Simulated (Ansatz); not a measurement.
Runs of Ansatz 0.2.0 on AlNi. The structure is cubic, space group Pm-3m (No. 221). Conventional cell: a = 2.881 Å, b = 2.881 Å, c = 2.881 Å, α = 90.00°, β = 90.00°, γ = 90.00°. Ni (site symmetry m-3m) is surrounded by 8 Al at 2.50 Å. Al (site symmetry m-3m) has 8 Ni at 2.50 Å as nearest neighbours. 

```tsv
task	level	cell	k mesh	cutoff (eV)	points for each segment of the path	atoms under strain	gap on the mesh (eV)	pressure (GPa)	moment (μB)	relaxed volume (Å³/atom)
band structure	RPBE	as given	9 × 9 × 9	420	14	-	none	5.8	0.00	-
relaxation of cell and atoms	revPBE	relaxed	9 × 9 × 9	420	-	-	-	0.0	0.00	12.32
relaxation of cell and atoms	RPBE	relaxed	9 × 9 × 9	420	-	-	-	0.0	0.00	12.39
elastic constants	PBEsol	as given	7 × 7 × 7	420	-	relaxed	none	-3.3	0.00	-
band structure	BLYP	as given	9 × 9 × 9	420	14	-	none	(b)	0.00	-
band structure	r2SCAN	as given	9 × 9 × 9	500	14	-	none	-3.2	0.00	-
relaxation of cell and atoms	revPBE+D4	relaxed	9 × 9 × 9	420	-	-	-	0.0	0.00	11.60
band structure	revPBE	as given	9 × 9 × 9	420	14	-	none	(a)	0.00	-
relaxation of cell and atoms	BLYP	relaxed	9 × 9 × 9	420	-	-	-	0.0	0.00	12.47
band structure	LDA	as given	9 × 9 × 9	420	14	-	none	-8.6	0.00	-
relaxation of cell and atoms	PBEsol	relaxed	9 × 9 × 9	420	-	-	none	0.0	0.00	11.71
relaxation of cell and atoms	BLYP+D4	relaxed	9 × 9 × 9	420	-	-	-	0.0	0.00	11.61
```

Alike in all rows: potentials or basis Ansatz PAW; spin collinear, ferromagnetic start; smearing fermi-dirac 0.05 eV.

**Question.** Estimate the missing entries.

**Answer.** (a) 4.8; (b) 6.6.

Caveats: the PAW data sets come from PBE, with cores solved anew for the run's functional, which leaves a small shift of forces and pressure; the starting moments weren't kept (some runs); the plane-wave basis is chosen anew once the cell has moved, so the energies of steps on either side of that aren't comparable (some runs); the cell is more than 3 GPa from zero pressure, which shifts response properties (some runs); elastic constants of metals need much finer meshes, so these are rough (some runs); the magnetic or orbital state may not be the lowest (some runs).

A gap of «none» marks a metal or a gap under the smearing width.

Runs at the PBE level aren't shown here.
